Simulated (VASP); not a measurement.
# Sn (I4_1/amd) in VASP: single point with r2SCAN

Aim: the single point of Sn with r2SCAN.

Everything below comes from runs of VASP 6.6.1. Logs are shortened: lines on timing, memory, paths and dates and some standing lists are left out, and cuts for length are marked.

## Step 1: Starting point

The structure is tetragonal, space group I4_1/amd (No. 141). The conventional cell has a = 5.839 Å, b = 5.839 Å, c = 3.188 Å, α = 90.00°, β = 90.00°, γ = 90.00°. Around Sn (site symmetry -4m2) lie 6 Sn at 3.03 to 3.19 Å.

## Step 2: Single point, r2SCAN

POSCAR

```
Sn
1.0
   -2.9196440750      2.9196440750      1.5938000000
    2.9196440750     -2.9196440750      1.5938000000
    2.9196440750      2.9196440750     -1.5938000000
Sn
2
Direct
    0.0000000000      0.0000000000      0.0000000000
    0.7500000000      0.2500000000      0.5000000000
```

INCAR.step1

```
SYSTEM = Sn
PREC = Accurate
ENCUT = 520
ISMEAR = 0
SIGMA = 0.1
LREAL = .False.
LASPH = .True.
NELM = 100
NBANDS = 21
GGA = PE
ALGO = Normal
EDIFF = 1E-4
LWAVE = .True.
LCHARG = .False.
```

INCAR.step2

```
SYSTEM = Sn
PREC = Accurate
ENCUT = 520
EDIFF = 1E-7
ISMEAR = 0
SIGMA = 0.1
LREAL = .False.
LASPH = .True.
NELM = 100
ALGO = Normal
ISIF = 2
LWAVE = .False.
LCHARG = .False.
METAGGA = R2SCAN
LMIXTAU = .True.
NBANDS = 21
ISTART = 1
```

KPOINTS

```
regular mesh
0
Gamma
  6 6 6
  0 0 0
```

Potentials or basis: VASP PAW PBE potentials, release 64 (Sn_d).

On the command line:

```console
$ cat potpaw_PBE.64/Sn_d/POTCAR > POTCAR
$ cp INCAR.step1 INCAR
$ mpirun -np 1 vasp_std > vasp.out
$ cp INCAR.step2 INCAR
$ mpirun -np 1 vasp_std > vasp.out
```

OUTCAR:

```text
SYSTEM = Sn
   PREC = Accurate
   ENCUT = 520
   EDIFF = 1E-7
   ISMEAR = 0
   LREAL = .False.
   LASPH = .True.
   NELM = 100
   ISIF = 2
   METAGGA = R2SCAN
   ISTART = 1

 ion  position               nearest neighbor table
   1  0.000  0.000  0.000-   2 3.03   2 3.03   2 3.03   2 3.03
   2  0.750  0.250  0.500-   1 3.03   1 3.03   1 3.03   1 3.03

  LATTYP: Found a body centered tetragonal cell.
 ALAT       =     5.8392881500
 C/A-ratio  =     0.5458884573

  Lattice vectors:

 A1 = (  -2.9196440750,   2.9196440750,   1.5938000000)
 A2 = (   2.9196440750,  -2.9196440750,   1.5938000000)
 A3 = (   2.9196440750,   2.9196440750,  -1.5938000000)

Analysis of symmetry for initial positions (statically):
=====================================================================
 Subroutine PRICEL returns:
 Original cell was already a primitive cell.

 Routine SETGRP: Setting up the symmetry group for a
 body centered tetragonal supercell.

 Subroutine GETGRP returns: Found 16 space group operations
 (whereof  8 operations were pure point group operations)
 out of a pool of 16 trial point group operations.

The static configuration has the point symmetry D_2d.
 The point group associated with its full space group is D_4h.

Analysis of symmetry for dynamics (positions and initial velocities):
=====================================================================
 Subroutine PRICEL returns:
 Original cell was already a primitive cell.

 Routine SETGRP: Setting up the symmetry group for a
 body centered tetragonal supercell.

 Subroutine GETGRP returns: Found 16 space group operations
 (whereof  8 operations were pure point group operations)
 out of a pool of 16 trial point group operations.

The dynamic configuration has the point symmetry D_2d.
 The point group associated with its full space group is D_4h.

 Subroutine INISYM returns: Found 16 space group operations
 (whereof  8 operations are pure point group operations),
 and found     1 'primitive' translations

----------------------------------------------------------------------------------------

                                     Primitive cell

  volume of cell :      54.3443

  direct lattice vectors                    reciprocal lattice vectors
    -2.919644075  2.919644075  1.593800000     0.000000000  0.171253751  0.313715648
     2.919644075 -2.919644075  1.593800000     0.171253751  0.000000000  0.313715648
     2.919644075  2.919644075 -1.593800000     0.171253751  0.171253751  0.000000000

  length of vectors
     4.425928320  4.425928320  4.425928320     0.357414822  0.357414822  0.242189378

  position of ions in fractional coordinates (direct lattice)
     0.000000000  0.000000000  0.000000000
     0.750000000  0.250000000  0.500000000

  ion indices of the primitive-cell ions
   primitive index   ion index
                 1           1
                 2           2

----------------------------------------------------------------------------------------

 KPOINTS: regular mesh

Automatic generation of k-mesh.
 Grid dimensions read from file:
 generate k-points for:    6    6    6

 Generating k-lattice:

  Cartesian coordinates                     Fractional coordinates (reciprocal lattice)
     0.000000000  0.028542292  0.052285941     0.166666667 -0.000000000  0.000000000
     0.028542292  0.000000000  0.052285941    -0.000000000  0.166666667  0.000000000
     0.028542292  0.028542292  0.000000000     0.000000000  0.000000000  0.166666667

  Length of vectors
     0.059569137  0.059569137  0.040364896

  Shift w.r.t. Gamma in fractional coordinates (k-lattice)
     0.000000000  0.000000000  0.000000000

 Subroutine IBZKPT returns following result:
 ===========================================

 Found     30 irreducible k-points:

 Following reciprocal coordinates:
            Coordinates               Weight
  0.000000  0.000000  0.000000      1.000000
  0.166667  0.000000 -0.000000      8.000000
  0.333333  0.000000 -0.000000      8.000000
  0.500000  0.000000  0.000000      4.000000
  0.166667  0.166667 -0.000000      8.000000
  0.333333  0.166667  0.000000     16.000000
[... 16 lines left out ...]
 -0.333333 -0.333333  0.166667      8.000000
 -0.166667 -0.333333  0.166667      8.000000
 [... further k-points ...]
   k-points           NKPTS =     30   k-points in BZ     NKDIM =     30   number of bands    NBANDS=     21
   number of dos      NEDOS =    301   number of ions     NIONS =      2
   total plane-waves  NPLWV =  46656
   dimension x,y,z NGX =    36 NGY =   36 NGZ =   36
   dimension x,y,z NGXF=    72 NGYF=   72 NGZF=   72
   ions per type =               2
   NGX,Y,Z   is equivalent  to a cutoff of  13.52, 13.52, 13.52 a.u.
   NGXF,Y,Z  is equivalent  to a cutoff of  27.04, 27.04, 27.04 a.u.
 SYSTEM =  Sn
   PREC   = accura    normal or accurate (medium, high low for compatibility)
   ISTART =      1    job   : 0-new  1-cont  2-samecut
   ICHARG =      0    charge: 1-file 2-atom 10-const
   ISPIN  =      1    spin polarized calculation?
   LNONCOLLINEAR =      F non collinear calculations
   LSORBIT =      F    spin-orbit coupling
   LASPH  =      T    aspherical Exc in radial PAW
   ENCUT  =  520.0 eV  38.22 Ry    6.18 a.u.   8.23  8.23  8.23*2*pi/ulx,y,z
   NELM   =    100;   NELMIN=  2; NELMDL=  0     # of ELM steps
   EDIFF  = 0.1E-06   stopping-criterion for ELM
   LREAL  =      F    real-space projection
   EDIFFG = 0.1E-05   stopping-criterion for IOM
   NSW    =      0    number of steps for IOM
   IBRION =     -1    ionic relax: 0-MD 1-quasi-New 2-CG
   NFREE  =      0    steps in history (QN), initial steepest desc. (CG)
   ISIF   =      2    stress and relaxation
   ISYM   =      2    0-nonsym 1-usesym 2-fastsym
   POTIM  = 0.5000    time-step for ionic-motion
   TEBEG  =    0.0;   TEEND  =   0.0 temperature during run
   PSTRESS=    0.0 pullay stress
   NELECT =      28.0000    total number of electrons
   NUPDOWN=      -1.0000    fix difference up-down
   EMIN   =  10.00;   EMAX   =-10.00  energy-range for DOS
   EFERMI =   0.00;   METHOD = LEGACY
   ISMEAR =     0;   SIGMA  =   0.10  broadening in eV -4-tet -1-fermi 0-gaus
   EFERMI_NEDOS =   21; number of points for ismear=-14 and -15
   IALGO  =     38    algorithm
   IMIX   =      4    mixing-type and parameters
     AMIX     =   0.40;   BMIX     =  1.00
     AMIX_MAG =   1.60;   BMIX_MAG =  1.00
  volume/ion in A,a.u.               =      27.17       183.37
  Fermi-wavevector in a.u.,A,eV,Ry     =   1.312430  2.480134 23.435677  1.722474
  Thomas-Fermi vector in A             =   2.442823
   LORBIT       =      0    0 simple, 1 ext, 2 COOP (PROOUT), +10 PAW based schemes
   METAGGA = R2SCAN    functional components
   LHFCALC =     F    Hartree Fock is set to
   AEXX    =    0.0000 exact exchange contribution
   IVDW    =     0    specifies the selected vdW correction
   LEPSILON=     F    determine dielectric tensor
   LRPA    =     F    only Hartree local field effects (RPA)
 non-spin polarized calculation
 Gauss-broadening in eV      SIGMA  =   0.10
  energy-cutoff  :      520.00
  volume of cell :       54.34
 maximum number of plane-waves:      1484
 NGX is ok and might be reduce to    36
   NGX = 17   NGY = 17   NGZ = 17

 number of electron      27.9999999 magnetization

 Free energy of the ion-electron system (eV)
  ---------------------------------------------------
  ext. energy  EPLUGINS =         0.00000000
  ---------------------------------------------------
  free energy    TOTEN  =       -49.23309356 eV

  energy without entropy =      -49.22848568  energy(sigma->0) =      -49.23078962

 E-fermi :   8.0837     XC(G=0): -11.1203

 val. band max:        8.0241787730   @ k =  -0.3333   0.3333   0.1667
 cond. band min:       8.1032458374   @ k =  -0.1667   0.3333   0.1667
 fundamental gap:      0.0790670644
 Fermi energy:         8.0836900792

 k-point     1 :       0.0000    0.0000    0.0000
  band No.  band energies     occupation
      1     -14.4552      2.00000
      2     -14.3704      2.00000
      3     -14.3145      2.00000
      4     -14.3141      2.00000
      5     -14.1476      2.00000
      6     -14.1476      2.00000
[... 13 lines left out ...]
     20      18.2417      0.00000
     21      18.8749      0.00000

 k-point     2 :       0.1667    0.0000   -0.0000
  band No.  band energies     occupation
      1     -14.4372      2.00000
      2     -14.3177      2.00000
      3     -14.2943      2.00000
      4     -14.2558      2.00000
      5     -14.1818      2.00000
      6     -14.1656      2.00000
[... 13 lines left out ...]
     20      16.5176      0.00000
     21      16.9206      0.00000

 k-point     3 :       0.3333    0.0000   -0.0000
  band No.  band energies     occupation
      1     -14.3979      2.00000
      2     -14.2666      2.00000
      3     -14.2627      2.00000
      4     -14.2500      2.00000
      5     -14.2182      2.00000
      6     -14.1821      2.00000
[... 13 lines left out ...]
     20      15.0221      0.00000
     21      17.9658      0.00000

 k-point     4 :       0.5000    0.0000    0.0000
  band No.  band energies     occupation
      1     -14.3754      2.00000
      2     -14.3009      2.00000
      3     -14.2811      2.00000
      4     -14.2423      2.00000
      5     -14.2009      2.00000
      6     -14.1994      2.00000
[... 13 lines left out ...]
     20      18.0591      0.00000
     21      18.5493      0.00000

 k-point     5 :       0.1667    0.1667   -0.0000
  band No.  band energies     occupation
      1     -14.4113      2.00000
      2     -14.2703      2.00000
      3     -14.2650      2.00000
      4     -14.2159      2.00000
      5     -14.2080      2.00000
      6     -14.1971      2.00000
[... 13 lines left out ...]
     20      15.7167      0.00000
     21      16.2265      0.00000
[... 382 lines left out ...]
     20      18.9228      0.00000
     21      19.9856      0.00000

 k-point    22 :      -0.1667    0.5000    0.1667
  band No.  band energies     occupation
      1     -14.3562      2.00000
      2     -14.2853      2.00000
      3     -14.2501      2.00000
      4     -14.2432      2.00000
      5     -14.1914      2.00000
      6     -14.1832      2.00000
[... 13 lines left out ...]
     20      18.8665      0.00000
     21      18.9376      0.00000

 k-point    23 :      -0.3333   -0.3333    0.1667
  band No.  band energies     occupation
      1     -14.3572      2.00000
      2     -14.2812      2.00000
      3     -14.2207      2.00000
      4     -14.2124      2.00000
      5     -14.2039      2.00000
      6     -14.1810      2.00000
[... 13 lines left out ...]
     20      18.3989      0.00000
     21      19.3060      0.00000

 k-point    24 :      -0.1667   -0.3333    0.1667
  band No.  band energies     occupation
      1     -14.3857      2.00000
      2     -14.2723      2.00000
      3     -14.2616      2.00000
      4     -14.2285      2.00000
      5     -14.2189      2.00000
      6     -14.1984      2.00000
[... 13 lines left out ...]
     20      17.6271      0.00000
     21      19.5534      0.00000

 [... further k-points ...]

------------------------ aborting loop because EDIFF is reached ----------------------------------------

  FORCE on cell =-STRESS in cart. coord.  units (eV):
  Direction    XX          YY          ZZ          XY          YZ          ZX
  --------------------------------------------------------------------------------------
  -------------------------------------------------------------------------------------
  Total        0.4899002      0.4899002     -0.1915469      0.0000000      0.0000000      0.0000000
  in kB       14.4432381     14.4432381     -5.6471870      0.0000000      0.0000000      0.0000000
  external PRESSURE =       7.7464297 kB  Pullay stress =       0.0000000 kB

 VOLUME and BASIS-vectors are now :
 -----------------------------------------------------------------------------
  energy-cutoff  :      520.00
  volume of cell :       54.34
      direct lattice vectors                 reciprocal lattice vectors
    -2.919644075  2.919644075  1.593800000     0.000000000  0.171253751  0.313715648
     2.919644075 -2.919644075  1.593800000     0.171253751  0.000000000  0.313715648
     2.919644075  2.919644075 -1.593800000     0.171253751  0.171253751  0.000000000

 POSITION                                       TOTAL-FORCE (eV/Angst)
 -----------------------------------------------------------------------------------
      0.00000      0.00000      0.00000        -0.000000      0.000000      0.000000
      0.00000      2.91964      0.79690         0.000000     -0.000000     -0.000000
 -----------------------------------------------------------------------------------
    total drift:                               -0.000000      0.000000     -0.000000

  FREE ENERGIE OF THE ION-ELECTRON SYSTEM (eV)
  ---------------------------------------------------
  free  energy   TOTEN  =       -49.2330935588 eV

  energy  without entropy=      -49.2284856817  energy(sigma->0) =      -49.23078962
```

Wall time 71 s (1 thread of Intel Xeon 6975P-C (Granite Rapids), shared host); peak memory 0.21 GiB.

Results:

| Item | Value |
| --- | --- |
| Free energy | -49.2331 eV |
| Pressure | 0.8 GPa |
| Band gap on the k mesh | none (metal or under the smearing width) |

Stress tensor (GPa, compression positive):
```
 1.44  0.00  0.00
 0.00  1.44  0.00
 0.00  0.00 -0.56
```

Caveat: the k mesh is coarse (spacing up to 0.37 Å⁻¹), so the values aren't converged; the PAW data sets were made with another functional, which shifts forces and pressure a little.
